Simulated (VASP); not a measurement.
Crystal: CdSe.

```
Cd Se
1.0
     0.00000    3.09841    3.09841
     3.09841    0.00000    3.09841
     3.09841    3.09841    0.00000
Cd Se
1 1
Direct
  0.00000 0.00000 0.00000
  0.75000 0.75000 0.75000
```

Measurements of this composition are mostly on another form, of space group No. 186.

* Program: VASP 6.6.1
* Task: relaxation of cell and atoms
* Functional: PBEsol
* Potentials or basis: VASP PAW PBE potentials, release 64 (Cd, Se)
* Cutoff: 600 eV
* k mesh: 10 × 10 × 10
* Occupations: gaussian, width 0.02 eV
* Spin: no spin polarisation

At the start: pressure -2.3 GPa; volume 29.75 Å³/atom.

Problem. Where does the relaxation end?

Solution. Over 3 steps the energy falls by 11.3 meV/atom and the volume is 28.27 Å³/atom (-5.0 %); space group F-43m (No. 216, to 0.05 Å).

Step by step:
```
step  energy change (eV)  largest force (eV/Å)  pressure (GPa)  volume (Å³)
   1              0.0000                0.0000           -2.34        59.49
   2             -0.0211                0.0000            0.69        55.82
   3             -0.0227                0.0000            0.01        56.54
```

Final structure:
```yaml
crystal:
  lattice:
    - [0.00000, 3.04632, 3.04632]
    - [3.04632, 0.00000, 3.04632]
    - [3.04632, 3.04632, 0.00000]
  atoms:
    - { symbol: Cd, position: [0.00000, 0.00000, 0.00000] }
    - { symbol: Se, position: [0.75000, 0.75000, 0.75000] }
```

Caveat: the PAW data sets were made with another functional, which shifts forces and pressure a little.
